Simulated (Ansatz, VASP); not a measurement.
**SnO: VASP beside Ansatz**

Contents of INCAR:

```
SYSTEM = SnO
PREC = Accurate
ENCUT = 520
EDIFF = 1E-6
ISMEAR = 0
SIGMA = 0.01
LREAL = .False.
LASPH = .True.
NELM = 60
ALGO = Normal
ISIF = 2
LWAVE = .False.
LCHARG = .False.
GGA = PS
NBANDS = 28
```

Contents of KPOINTS:

```
regular mesh
0
Gamma
  6 4 6
  0 0 0
```

File POSCAR:

```
SnO
1.0
    3.3550050000      0.0000000000      0.0000000000
    0.0000000000      5.6741040000      0.0000000000
    0.0000000000      0.0000000000      4.2219700000
Sn O
2 2
Direct
    0.0000000000      0.2319090000      0.5131440000
    0.5000000000      0.7680910000      0.0131440000
    0.0000000000      0.8912500000      0.7368570000
    0.5000000000      0.1087500000      0.2368570000
```

Input for Ansatz:

```yaml
crystal:
  lattice:
    a: 3.355005
    b: 5.674104
    c: 4.22197
    alpha: 90.0
    beta: 90.0
    gamma: 90.0
  atoms:
    - { symbol: Sn, position: [0.0, 0.231909, 0.513144] }
    - { symbol: Sn, position: [0.5, 0.768091, 0.013144] }
    - { symbol: O, position: [0.0, 0.89125, 0.736857] }
    - { symbol: O, position: [0.5, 0.10875, 0.236857] }
basis:
  ecutwfc: 510.0
kpoints:
  mp_grid:
    grid: [6, 4, 6]
    shift: [0.0, 0.0, 0.0]
hamiltonian:
  xc: pbesol
scf:
  n_extra_bands: 14
  occupations:
    method: fixed
output:
  dos:
    de: 0.05
    projected: true
```

The cell comes from a database or a generator and needn't be the stable form of this composition.

Alike in both runs: task single point; functional PBEsol; k mesh 6 × 4 × 6; no spin polarisation.

|  | VASP | Ansatz |
| --- | --- | --- |
| version | VASP 6.6.1 | Ansatz 0.2.0 |
| potentials or method | VASP PAW PBE potentials, release 64 (Sn_d, O) | plane waves, PAW |
| plane-wave cutoff (eV) | 520 | 510 |
| occupations | gaussian, width 0.01 eV | fixed |
| valence electrons in the cell | 40 | 40 |

VASP gave:

```
gap on the k mesh at the Fermi level (eV) : 1.58
```

Problem. Which values does Ansatz return?

Solution. gap on the k mesh at the Fermi level (eV): 1.59.

Caveats: spin-orbit coupling is left out, which moves the levels of the heavy elements. A k mesh can miss the band edges. As with any semilocal functional, this PBEsol gap is likely too small.
